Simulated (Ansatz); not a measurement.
## SiC: reading a single point

```xyz
12
Lattice="1.5371 2.6670 0.0211 -1.5507 2.6749 0.0186 0.0122 0.1127 15.0610" Properties=species:S:1:pos:R:3 pbc="T T T"
Si    1.5303    2.6625    0.0330
Si   -1.3558    2.6519    7.5359
Si   -0.1058    1.9046    2.5136
Si    0.2146    3.6278   10.0968
Si    0.2243    3.7424    4.9728
Si    0.2177    1.8918   12.4031
C    -0.0492    1.9614    0.5976
C    -0.0157    3.6969    8.1363
C    -0.2481    3.7214    3.1913
C     0.0463    1.8069   10.6686
C    -0.0508    5.2994    5.6026
C     1.4571    2.6620   13.1068
```

Single point in Ansatz 0.2.0 with PBE, no spin polarisation. Cutoff 420 eV, PAW datasets, 7×7×2 Γ-centred k mesh, fermi-dirac filling (width 0.1 eV).

Is the cell too large or too small?

The pressure is 11.8 GPa (compression positive), so with the atoms held at these fractions the cell would first expand; the forces are large, so a full relaxation may end otherwise. The principal stresses 3.0, 10.5, 21.8 GPa differ, so its shape would change too.

Metal or insulator? Give the gap.

The gap on the k mesh is 0.48 eV; the mesh may miss the band edges, so the true gap of this level can be smaller.

Is it stable against the elements?

0.14 eV an atom against the elements' usual phases (free molecules for gases, crystals otherwise, with no correction for O₂ or N₂), so at this geometry it isn't bound against them. Relaxing would lower it.

Which orbitals make up the band edges?

Within 0.7 eV of the edges, the states project mainly on C p (87 %) below the gap and on Si p (47 %), C s (21 %) and C p (12 %) above it.

Which atom feels the largest force, and which way?

The largest is on C12: 8.33 eV/Å, components (6.78, 4.10, 2.56). It makes 172° with the line to a nearest neighbour, Si6 at 1.62 Å, pointing away from it.

Origin: a strained cell with displaced atoms, so it need not be a known compound. Caveats: an odd or shifted mesh can miss the band edges, so this level's true gap may be smaller; atoms or cell far from equilibrium.
